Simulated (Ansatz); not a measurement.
A trial structure of Ca₂H₅ was built thus: random cell by space group and Wyckoff sites (F222, No. 22). Lengths were set from tabulated atomic sizes, so they are only a guess.

```cif
data_structure
_symmetry_space_group_name_H-M 'P 1'
_symmetry_Int_Tables_number 1
_cell_length_a 5.3159
_cell_length_b 4.5989
_cell_length_c 4.5114
_cell_angle_alpha 71.388
_cell_angle_beta 55.072
_cell_angle_gamma 53.540
_cell_volume 72.69
loop_
_atom_site_label
_atom_site_type_symbol
_atom_site_fract_x
_atom_site_fract_y
_atom_site_fract_z
_atom_site_occupancy
Ca1 Ca 0.75000 0.75000 0.75000 1
Ca2 Ca 0.00000 0.00000 0.00000 1
H1 H 0.50000 0.50000 0.50000 1
H2 H 0.72613 0.72613 0.27387 1
H3 H 0.27387 0.27387 0.72613 1
H4 H 0.36025 0.63975 0.36025 1
H5 H 0.63975 0.36025 0.63975 1
```

All numbers below come from DFT PBE, scalar-relativistic, plane waves, PAW in Ansatz 0.2.0. Cutoff 420 eV, Gaussian smearing, Γ-centred meshes. Cell and atoms relax first on a coarse mesh and then on a finer one. In between, the cell is made exact in the group found at 0.06 Å. In metals the finer mesh still leaves noise of several meV/atom or more. The steps can't lower the symmetry of their start. No spin polarisation.

A guess keeps its type if space group and coordination stay and the shape of the cell changes little (axis ratios within about 15 %, angles within 6°); the volume may change.

Q: Will the relaxed cell still be of the starting type?

A: It doesn't keep its type. The symmetry stays F222 (No. 22). The volume per atom grows by 28.3 %, from 10.4 to 13.3 Å³. The shortest distance goes from 1.04 Å (H–H) to 1.01 Å (H–H). Counting neighbours within 15 % of an atom's shortest distance, the start has Ca 2/8, H 1/2 and the end Ca 4/10, H 1/2/3. In detail, at the end Ca on its first site is surrounded by 4 H at 2.24 Å; Ca on its second site has 10 H at 2.15–2.37 Å; around H on a site of symmetry 222 lie 2 H at 1.01 Å and 2 Ca at 2.15 Å; 2 more sites not described.

```yaml
crystal:
  lattice:
    - [0.00000, 3.31727, 6.55481]
    - [2.14512, 0.00000, 6.55481]
    - [2.14512, 3.31727, 0.00000]
  atoms:
    - { symbol: Ca, position: [0.75000, 0.75000, 0.75000] }
    - { symbol: Ca, position: [0.00000, 0.00000, 0.00000] }
    - { symbol: H, position: [0.50000, 0.50000, 0.50000] }
    - { symbol: H, position: [0.83126, 0.83126, 0.16874] }
    - { symbol: H, position: [0.16874, 0.16874, 0.83126] }
    - { symbol: H, position: [0.34727, 0.65273, 0.34727] }
    - { symbol: H, position: [0.65273, 0.34727, 0.65273] }
```

The zero of energy is the elements' standard structures at the same level (H₂ as a molecule); no fitted shifts are applied.

Q: At what energy does it end?

A: −0.14 eV/atom. Whether it is stable depends on the other phases of the system, which aren't compared here.

The last run used a 12×12×12 mesh for its 7-atom cell and Gaussian smearing of 0.10 eV. The cell is a metal run without spin; a magnetic state may lie lower. With hydrogen, zero-point motion can shift formation energies by some tens of meV/atom. A structure relaxed within its symmetry needn't be a true minimum.

In counts of neighbours, a slash parts the counts of unlike sites.
